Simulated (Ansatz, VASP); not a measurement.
# Two plane-wave programs on AlH5

```
Al H
1.0
     3.50798    0.00000    0.00000
    -1.75399    3.03800    0.00000
     0.00000    0.00000    2.72074
Al H
1 5
Direct
  0.00000 0.00000 0.00000
  0.50000 0.00000 0.50000
  0.50000 0.50000 0.50000
  0.00000 0.50000 0.50000
  0.33333 0.66667 0.00000
  0.66667 0.33333 0.00000
```

Change from the starting cell: species swapped into the PrPt5 type (P6/mmm, No. 191).

Alike in both runs: functional PBE; k mesh 6 × 6 × 6; occupations gaussian, width 0.1 eV; no spin polarisation.

Ansatz relaxed the structure, and its values are those at the end. VASP's run is a single point on that final structure, the one shown.

```csv
,VASP,Ansatz
version,VASP 6.6.1,Ansatz 0.2.0
potentials or method,"VASP PAW PBE potentials, release 64 (Al, H)","scalar-relativistic, plane waves, PAW"
plane-wave cutoff (eV),520,420
valence electrons in the cell,8,8
```

|  | VASP | Ansatz | Ansatz less VASP |
| --- | --- | --- | --- |
| gap on the k mesh at the Fermi level (eV) | none | none | - |
| pressure (GPa) | -0.5 | -0.2 | +0.31 |

A gap of «none» marks a metal or a gap that the smearing closes. With one functional, cell and mesh, what is left measures potentials, basis and numerics.

Caveats: the k mesh is coarse (spacing up to 0.38 Å⁻¹), so the values aren't converged.
